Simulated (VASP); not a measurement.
Wanted: the native input for a VASP 6.6.1 run.

```
Task                   : single point
Functional             : PBEsol
Potentials or basis    : VASP PAW PBE potentials, release 64 (Ti_sv)
Cutoff                 : 520 eV
k mesh                 : 20 × 20 × 20
Occupations            : gaussian, width 0.15 eV
Spin                   : no spin polarisation
Dipole correction      : no
Further INCAR settings : ALGO = Fast; EDIFF = 1e-07; NBANDS = 12
```

The structure of Ti lies in POSCAR:

```
Ti
1.0
    0.0000000000      2.1518000000      2.0300000000
    1.9082000000      0.0000000000      2.0300000000
    1.9082000000      2.1518000000      0.0000000000
Ti
1
Direct
    0.0000000000      0.0000000000      0.0000000000
```

This isn't the form of Ti at room conditions, which is hcp.

The cell isn't the ideal one: strain -0.0600 x Voigt [1, -1, 0, 0, 0, 0], atoms carried along.

The input as run:

INCAR

```
SYSTEM = Ti
PREC = Accurate ; ENCUT = 520
EDIFF = 1E-7 ; ISMEAR = 0
SIGMA = 0.15 ; LREAL = .FALSE.
LASPH = .TRUE. ; NELM = 100
ALGO = Fast ; ISIF = 2
LWAVE = .FALSE. ; LCHARG = .FALSE.
GGA = PS ; NBANDS = 12
```

KPOINTS

```
regular mesh
0
G
  20 20 20
  0 0 0
```

Potentials or basis: VASP PAW PBE potentials, release 64 (Ti_sv).

Launch:

```console
$ cat potpaw_PBE.64/Ti_sv/POTCAR > POTCAR
$ mpirun -np 1 vasp_std > vasp.out
```

Results of the run:

```yaml
Pressure: -0.3 GPa
Band_gap_on_the_k_mesh: none (metal or under the smearing width)
```

Caveat: the PAW data sets were made with another functional, which shifts forces and pressure a little.

Run time: 5.1 min on 1 thread of AMD EPYC 9R45 (Zen 5) (shared host), peak memory 0.3 GiB.
